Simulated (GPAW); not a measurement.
# Ga K ELNES/XANES of GaN (P6_3mc) from DFT, part 3 of 4

Aim: the dependence of the Ga K near-edge features of GaN (P6_3mc) on volume.

GPAW 26.7.0; X-ray absorption from dipole matrix elements to empty bands, plane-wave PAW revPBE.

So far. Step 4 (Spectrum with FCH, Ga atom 1): The energy difference (zero at 10402 eV) isn't read as a photon energy: for so heavy an absorber the terms left out (the hole's spin, the functional's error) amount to tens of eV or more. Step 6 (Spectrum with FCH, Ga atom 1): Against the first run the r.m.s. difference is 6 %. The highest intensity below 24 eV stays at 8.2 eV.

The database entry behind the starting cell differs from later determinations by our own check (about 0.3 % short, ideal inner coordinate), so it need not match the best structure at ambient conditions.

### Step 7. Supercell without a hole, the energy reference

Level of this step: plane-wave PAW DFT, revPBE, self-consistent field (GPAW).

The cell changes for the next run, so it gets a reference energy of its own.

The cell differs from the one that the last finished run ended in (a 5.395 → 5.452 Å, b 5.395 → 5.452 Å, c 5.942 → 6.005 Å).

scf.py reads:

```python
import numpy as np
from ase import Atoms
from ase.parallel import parprint, paropen
from gpaw import GPAW, PW, FermiDirac, Mixer, MixerDif, setup_paths
from gpaw.test import gen
setup_paths.insert(0, '.')
gen('Ga', name='nch1s', xcname='revPBE', corehole=(1, 0, 0), write_xml=True)
from gpaw.mpi import world
world.barrier()

atoms = Atoms('Ga6N6',
    cell=[[0, -5.45228219, 0],
     [4.72181489, -2.7261411, 0],
     [-1.5739383, 2.7261411, 5.11381461]],
    scaled_positions=[[0.83333333, 0.5, 0.5],
     [0.16666667, 0.83333333, 0.5],
     [0.5, 0.16666667, 0.5],
     [0.66666667, 0, 0],
     [0, 0.33333333, 0],
     [0.33333333, 0.66666667, 0],
     [0.95833333, 0.625, 0.875],
     [0.29166667, 0.95833333, 0.875],
     [0.625, 0.29166667, 0.875],
     [0.79166667, 0.125, 0.375],
     [0.125, 0.45833333, 0.375],
     [0.45833333, 0.79166667, 0.375]],
    pbc=True)
atoms.calc = calc = GPAW(legacy_gpaw=True, mode=PW(500, force_complex_dtype=True), xc='revPBE', setups={0: 'nch1s'},
    kpts={'size': (4, 4, 4), 'gamma': True}, occupations=FermiDirac(0.02),
    charge=0, mixer=Mixer(0.1, 5, 50), maxiter=150,
    convergence={'density': 0.0001, 'eigenstates': 1e-6}, txt='scf.txt')
energy = atoms.get_potential_energy() + calc.get_reference_energy()
ef = calc.get_fermi_level()
out = dict(energy=energy, fermi=ef, forces=atoms.get_forces().tolist())
parprint(f'all-electron energy {energy:.4f} eV, Fermi level {ef:.4f} eV')
ev = np.array([[calc.get_eigenvalues(k, s) for k in range(len(calc.get_ibz_k_points()))] for s in range(calc.get_number_of_spins())])
out['homo'], out['lumo'], out['counts'] = ev[ev < ef].max(), ev[ev > ef].min(), sorted(set((ev < ef).sum((0, 2)).tolist()))
out['filled'] = (ev[:, 0] < ef).sum(1).tolist()
import json
with paropen('out.json', 'w') as f:
    json.dump(out, f)
```

Command:

```bash
> OMP_NUM_THREADS=1 mpirun -n 4 gpaw python scf.py
```

Numbers of over 12 decimals in the logs are rounded to 6 here.

Output:

```text
Input parameters:
  convergence: {density: 0.0001,
                eigenstates: 1e-06}
  kpts: {gamma: True,
         size: (4, 4, 4)}
  maxiter: 150
  mixer: {backend: pulay,
          beta: 0.1,
          method: separate,
          nmaxold: 5,
          weight: 50}
  mode: {ecut: 500.0,
         force_complex_dtype: True,
         name: pw}
  occupations: {fixmagmom: False,
                name: fermi-dirac,
[...]
4s(2) :    -0.326311     1.132991
*s    :     0.673689
4p(1) :    -0.092959     1.011308
*p    :     0.907041
*d    :     0.000000
--------------------------------

Diagonalizing with gridspacing h=0.050

state   all-electron     PAW
-------------------------------
4s:      -0.326311    -0.326463
4p:      -0.092959    -0.093044
*d:                    0.026030
*f:                    0.060048
-------------------------------
all-electron energy -326296.7787 eV, Fermi level 7.7366 eV
[key lines of the parts left out:]
Converged after 15 iterations.
Dipole moment: (2.962263, -5.130791, 4.185871) |e|*Ang
Free energy:    -64.034102
Fermi level: 7.73662
```

The job ended after 42 s (4 MPI ranks of Intel Xeon Platinum 8259CL at 2.50GHz (Skylake/Cascade Lake), shared host; peak memory 0.26 GiB).

Reference energy: -326296.779 eV with the cores included.

### Step 8. Spectrum with FCH, Ga atom 1

Shorter bonds are expected to push antibonding states and scattering resonances up, and longer ones down; the cell is scaled to test that.

Changed against the first core-hole run: volume scale from 1 to 0.97.

xas.py reads:

```python
import numpy as np
from ase import Atoms
from ase.parallel import parprint, paropen
from gpaw import GPAW, PW, FermiDirac, Mixer, MixerDif, setup_paths
from gpaw.test import gen
setup_paths.insert(0, '.')
gen('Ga', name='fch1s', xcname='revPBE', corehole=(1, 0, 1), write_xml=True)
from gpaw.mpi import world
world.barrier()

atoms = Atoms('Ga6N6',
    cell=[[0, -5.45228219, 0],
     [4.72181489, -2.7261411, 0],
     [-1.5739383, 2.7261411, 5.11381461]],
    scaled_positions=[[0.83333333, 0.5, 0.5],
     [0.16666667, 0.83333333, 0.5],
     [0.5, 0.16666667, 0.5],
     [0.66666667, 0, 0],
     [0, 0.33333333, 0],
     [0.33333333, 0.66666667, 0],
     [0.95833333, 0.625, 0.875],
     [0.29166667, 0.95833333, 0.875],
     [0.625, 0.29166667, 0.875],
     [0.79166667, 0.125, 0.375],
     [0.125, 0.45833333, 0.375],
     [0.45833333, 0.79166667, 0.375]],
    pbc=True)
atoms.calc = calc = GPAW(legacy_gpaw=True, mode=PW(500, force_complex_dtype=True), xc='revPBE', setups={0: 'fch1s'},
    kpts={'size': (4, 4, 4), 'gamma': True}, occupations=FermiDirac(0.02),
    charge=0, mixer=Mixer(0.1, 5, 50), maxiter=150,
    convergence={'density': 0.0001, 'eigenstates': 1e-6}, txt='scf.txt')
energy = atoms.get_potential_energy() + calc.get_reference_energy()
ef = calc.get_fermi_level()
out = dict(energy=energy, fermi=ef, forces=atoms.get_forces().tolist())
parprint(f'all-electron energy {energy:.4f} eV, Fermi level {ef:.4f} eV')
ev = np.array([[calc.get_eigenvalues(k, s) for k in range(len(calc.get_ibz_k_points()))] for s in range(calc.get_number_of_spins())])
out['homo'], out['lumo'], out['counts'] = ev[ev < ef].max(), ev[ev > ef].min(), sorted(set((ev < ef).sum((0, 2)).tolist()))
out['filled'] = (ev[:, 0] < ef).sum(1).tolist()

from ase.units import Ha
from gpaw.xas import dipole_matrix_elements
nb = int(calc.get_number_of_electrons() / 2) + 81
top, nb = nb, nb + 8 + nb // 12
nscf = calc.fixed_density(kpts={'size': (5, 5, 5), 'gamma': True}, nbands=nb,
    convergence={'bands': top, 'eigenstates': 5e-3}, maxiter=60, txt='nscf.txt')
cell = atoms.cell.array
ops = [cell.T @ U.T @ np.linalg.inv(cell.T) for U in nscf.wfs.kd.symmetry.op_scc]
filled = [24]  # bands filled in the ground state, by spin
E = np.arange(-6, 34, 0.1)
fwhm = np.interp(E, [4, 25], [1.82, 3.5])
Y, X, zero, highest = 0, 0, 1e9, 1e9
for spin in range(nscf.get_number_of_spins()):
    wfs = nscf.wfs
    mine = wfs.bd.get_slice()  # this rank's bands
    A = dipole_matrix_elements(wfs.setups[0])
    eps = np.zeros((wfs.kd.nibzkpts, nb))
    d = np.zeros((3, A.shape[1], wfs.kd.nibzkpts, nb), complex)
    for kpt in wfs.kpt_u:
        if kpt.s == spin and 0 in kpt.P_ani:
            eps[kpt.k, mine] = kpt.eps_n * Ha
            d[:, :, kpt.k, mine] = (kpt.weight * wfs.nspins / 2) ** 0.5 * np.inner(A, kpt.P_ani[0])
    world.sum(eps)
    world.sum(d)
    T = np.einsum('amkn,bmkn->abkn', d, d.conj()).real
    T = sum(np.einsum('ai,ijkn,bj->abkn', R, T, R) for R in ops) / len(ops)
    empty = np.ones_like(eps, bool) & (np.arange(nb) >= filled[spin])
    zero, highest = min(zero, eps[empty].min()), min(highest, eps[:, top - 1].min())
    lines = [(eps, T, empty)] if spin == 0 else lines + [(eps, T, empty)]
for eps, T, empty in lines:
    f = np.einsum('aakn->akn', T).reshape(3, -1)
    x = eps.ravel() - zero
    w = np.interp(x, E, fwhm) / 2.35482
    g = np.exp(-0.5 * ((E[:, None] - x) / w) ** 2) / (w * (2 * np.pi) ** 0.5)
    Y = Y + (f * empty.ravel()) @ g.T
    X = X + (f * ~empty.ravel()) @ g.T
out.update(E=E.round(2).tolist(), xas=Y.tolist(), xes=X.tolist(), zero=zero, valid=highest - zero, nk=len(eps), nb=nb)
for i in range(0, len(E), 10):
    parprint(f'{E[i]:7.2f}', *(f'{v:10.3e}' for v in Y[:, i]))
import json
with paropen('out.json', 'w') as f:
    json.dump(out, f)
```

Command:

```bash
> OMP_NUM_THREADS=1 mpirun -n 4 gpaw python xas.py
```

Output:

```text
Input parameters:
  convergence: {density: 0.0001,
                eigenstates: 1e-06}
  kpts: {gamma: True,
         size: (4, 4, 4)}
  maxiter: 150
  mixer: {backend: pulay,
          beta: 0.1,
          method: separate,
          nmaxold: 5,
          weight: 50}
  mode: {ecut: 500.0,
         force_complex_dtype: True,
         name: pw}
  occupations: {fixmagmom: False,
                name: fermi-dirac,
[...]
*p    :     0.587383
*d    :     0.000000
--------------------------------

Diagonalizing with gridspacing h=0.050

state   all-electron     PAW
-------------------------------
4s:      -0.716397    -0.716622
4p:      -0.412617    -0.412811
*d:                   -0.113185
*f:                   -0.025350
-------------------------------
all-electron energy -315904.0763 eV, Fermi level 8.1925 eV
[...]
32.00  1.223e-07  1.227e-07  7.583e-08
  33.00  1.062e-07  1.072e-07  6.955e-08
[key lines of the parts left out:]
Converged after 20 iterations.
Dipole moment: (3.105917, -5.864532, 4.058201) |e|*Ang
Free energy:    -81.533902
Fermi level: 8.19254
```

The job ended after 2.3 min (4 MPI ranks; peak memory 0.45 GiB; 9 min of CPU time).

```
E (eV)  first run  this run
  -2.0       0.00      0.00
  -1.0       0.00      0.00
   0.0       0.00      0.01
   1.0       0.06      0.07
   2.0       0.38      0.44
   3.0       1.01      1.07
   4.0       1.27      1.24
   5.0       1.18      1.13
   6.0       1.35      1.31
   7.0       1.67      1.65
   8.0       2.08      2.07
   9.0       1.74      1.73
  10.0       1.17      1.16
  11.0       1.05      1.06
  12.0       0.98      1.03
  13.0       0.73      0.79
  14.0       0.57      0.59
  15.0       0.59      0.58
  16.0       0.72      0.70
  17.0       0.86      0.84
  18.0       0.97      0.94
  19.0       1.02      1.00
  20.0       0.98      0.99
  21.0       0.91      0.94
  22.0       0.84      0.87
  23.0       0.78      0.81
  24.0       0.76      0.78
  25.0       0.78      0.79
  26.0       0.82      0.84
  27.0       0.85      0.88
  28.0       0.83      0.87
```

The scaled spectrum changes by 3 % r.m.s. The highest intensity below 24 eV stays at 8.2 eV.

The photon energy of the zero moves by +0.13 eV.

### Step 9. Supercell without a hole, the energy reference

The cell changes for the next run, so it gets a reference energy of its own.

The cell differs from the one that the last finished run ended in (a 5.452 → 5.562 Å, b 5.452 → 5.562 Å, c 6.005 → 6.126 Å).

scf.py, as its differences from that of step 7:

```diff
@@ -11,5 +11,5 @@
 atoms = Atoms('Ga6N6',
-    cell=[[0, -5.45228219, 0],
-     [4.72181489, -2.7261411, 0],
-     [-1.5739383, 2.7261411, 5.11381461]],
+    cell=[[0, -5.56245899, 0],
+     [4.81723079, -2.7812295, 0],
+     [-1.6057436, 2.7812295, 5.21715184]],
     scaled_positions=[[0.83333333, 0.5, 0.5],
```

Command:

```bash
> OMP_NUM_THREADS=1 mpirun -n 4 gpaw python scf.py
```

Output:

```text
Input parameters:
  convergence: {density: 0.0001,
                eigenstates: 1e-06}
  kpts: {gamma: True,
         size: (4, 4, 4)}
  maxiter: 150
  mixer: {backend: pulay,
          beta: 0.1,
          method: separate,
          nmaxold: 5,
          weight: 50}
  mode: {ecut: 500.0,
         force_complex_dtype: True,
         name: pw}
  occupations: {fixmagmom: False,
                name: fermi-dirac,
[...]
4s(2) :    -0.326311     1.132991
*s    :     0.673689
4p(1) :    -0.092959     1.011308
*p    :     0.907041
*d    :     0.000000
--------------------------------

Diagonalizing with gridspacing h=0.050

state   all-electron     PAW
-------------------------------
4s:      -0.326311    -0.326463
4p:      -0.092959    -0.093044
*d:                    0.026030
*f:                    0.060048
-------------------------------
all-electron energy -326297.7774 eV, Fermi level 7.3511 eV
[key lines of the parts left out:]
Converged after 17 iterations.
Dipole moment: (3.184181, -5.515165, 4.025642) |e|*Ang
Free energy:    -65.032763
Fermi level: 7.35109
```

It took 47 s on 4 MPI ranks; peak memory 0.27 GiB; 3.1 min of CPU time.

Reference energy: -326297.777 eV with the cores included.

### Step 10. Spectrum with FCH, Ga atom 1

Shorter bonds are expected to push antibonding states and scattering resonances up, and longer ones down; the cell is scaled to test that.

Changed against the first core-hole run: volume scale from 1 to 1.03.

xas.py, as its differences from that of step 8:

```diff
@@ -11,5 +11,5 @@
 atoms = Atoms('Ga6N6',
-    cell=[[0, -5.45228219, 0],
-     [4.72181489, -2.7261411, 0],
-     [-1.5739383, 2.7261411, 5.11381461]],
+    cell=[[0, -5.56245899, 0],
+     [4.81723079, -2.7812295, 0],
+     [-1.6057436, 2.7812295, 5.21715184]],
     scaled_positions=[[0.83333333, 0.5, 0.5],
@@ -41,3 +41,3 @@
 from gpaw.xas import dipole_matrix_elements
-nb = int(calc.get_number_of_electrons() / 2) + 81
+nb = int(calc.get_number_of_electrons() / 2) + 86
 top, nb = nb, nb + 8 + nb // 12
```

Command:

```bash
> OMP_NUM_THREADS=1 mpirun -n 4 gpaw python xas.py
```

Output:

```text
Input parameters:
  convergence: {density: 0.0001,
                eigenstates: 1e-06}
  kpts: {gamma: True,
         size: (4, 4, 4)}
  maxiter: 150
  mixer: {backend: pulay,
          beta: 0.1,
          method: separate,
          nmaxold: 5,
          weight: 50}
  mode: {ecut: 500.0,
         force_complex_dtype: True,
         name: pw}
  occupations: {fixmagmom: False,
                name: fermi-dirac,
[...]
*p    :     0.587383
*d    :     0.000000
--------------------------------

Diagonalizing with gridspacing h=0.050

state   all-electron     PAW
-------------------------------
4s:      -0.716397    -0.716622
4p:      -0.412617    -0.412811
*d:                   -0.113185
*f:                   -0.025350
-------------------------------
all-electron energy -315904.1864 eV, Fermi level 7.3526 eV
[...]
32.00  1.131e-07  1.130e-07  7.724e-08
  33.00  9.841e-08  9.833e-08  7.385e-08
[key lines of the parts left out:]
Converged after 16 iterations.
Dipole moment: (3.332883, -6.248633, 3.892504) |e|*Ang
Free energy:    -81.644030
Fermi level: 7.35257
```

Run time: 2.3 min. Hardware: 4 MPI ranks; peak memory 0.47 GiB.

```csv
E (eV),first run,this run
-2.0,0.00,0.00
-1.0,0.00,0.00
0.0,0.00,0.00
1.0,0.06,0.05
2.0,0.38,0.33
3.0,1.01,0.96
4.0,1.27,1.29
5.0,1.18,1.23
6.0,1.35,1.40
7.0,1.67,1.69
8.0,2.08,2.09
9.0,1.74,1.76
10.0,1.17,1.18
11.0,1.05,1.03
12.0,0.98,0.92
13.0,0.73,0.69
14.0,0.57,0.56
15.0,0.59,0.60
16.0,0.72,0.74
17.0,0.86,0.89
18.0,0.97,0.99
19.0,1.02,1.02
20.0,0.98,0.96
21.0,0.91,0.88
22.0,0.84,0.81
23.0,0.78,0.76
24.0,0.76,0.74
25.0,0.78,0.76
26.0,0.82,0.80
27.0,0.85,0.82
28.0,0.83,0.80
```

Against the first run the r.m.s. difference is 3 %. The highest intensity below 24 eV stays at 8.2 eV.

The photon energy of the zero moves by -0.13 eV.

### Step 11. Supercell without a hole, the energy reference

The cell changes for the next run, so it gets a reference energy of its own.

The cell differs from the one that the last finished run ended in (a 5.562 → 5.616 Å, b 5.562 → 5.616 Å, c 6.126 → 6.185 Å).

scf.py, as its differences from that of step 9:

```diff
@@ -11,5 +11,5 @@
 atoms = Atoms('Ga6N6',
-    cell=[[0, -5.56245899, 0],
-     [4.81723079, -2.7812295, 0],
-     [-1.6057436, 2.7812295, 5.21715184]],
+    cell=[[0, -5.61594746, 0],
+     [4.86355316, -2.80797373, 0],
+     [-1.62118439, 2.80797373, 5.26731984]],
     scaled_positions=[[0.83333333, 0.5, 0.5],
```

Command:

```bash
> OMP_NUM_THREADS=1 mpirun -n 4 gpaw python scf.py
```

Output:

```text
Input parameters:
  convergence: {density: 0.0001,
                eigenstates: 1e-06}
  kpts: {gamma: True,
         size: (4, 4, 4)}
  maxiter: 150
  mixer: {backend: pulay,
          beta: 0.1,
          method: separate,
          nmaxold: 5,
          weight: 50}
  mode: {ecut: 500.0,
         force_complex_dtype: True,
         name: pw}
  occupations: {fixmagmom: False,
                name: fermi-dirac,
[...]
4s(2) :    -0.326311     1.132991
*s    :     0.673689
4p(1) :    -0.092959     1.011308
*p    :     0.907041
*d    :     0.000000
--------------------------------

Diagonalizing with gridspacing h=0.050

state   all-electron     PAW
-------------------------------
4s:      -0.326311    -0.326463
4p:      -0.092959    -0.093044
*d:                    0.026030
*f:                    0.060048
-------------------------------
all-electron energy -326297.9865 eV, Fermi level 6.9659 eV
[key lines of the parts left out:]
Converged after 15 iterations.
Dipole moment: (3.291377, -5.700837, 3.948048) |e|*Ang
Free energy:    -65.241902
Fermi level: 6.96591
```

Run time: 52 s. Hardware: 4 MPI ranks; peak memory 0.27 GiB; 3.4 min of CPU time.

Reference energy: -326297.986 eV with the cores included.

[end of part 3 of 4]

[Banner, clock and machine lines of the logs are left out without a mark of their own.]

[Logs are printed without paths, hosts, clocks, repeated set-up lines and the standing remarks that a program may print on its own settings, such as how far it seeks lower states.]

[Hosts, paths, dates, database ids (printed as entryN), source tags and the programs' standing remarks are cut or masked in the printed files.]

[Lists of maxima count a maximum above −3 eV only where it reaches 4 % of the highest in the window and stands out from its surroundings by 2 % of it (1.5 % where it reaches 55 %); shoulders and weaker maxima are passed over, and of the rest the first, up to two pre-edge ones and the few strongest are named.]
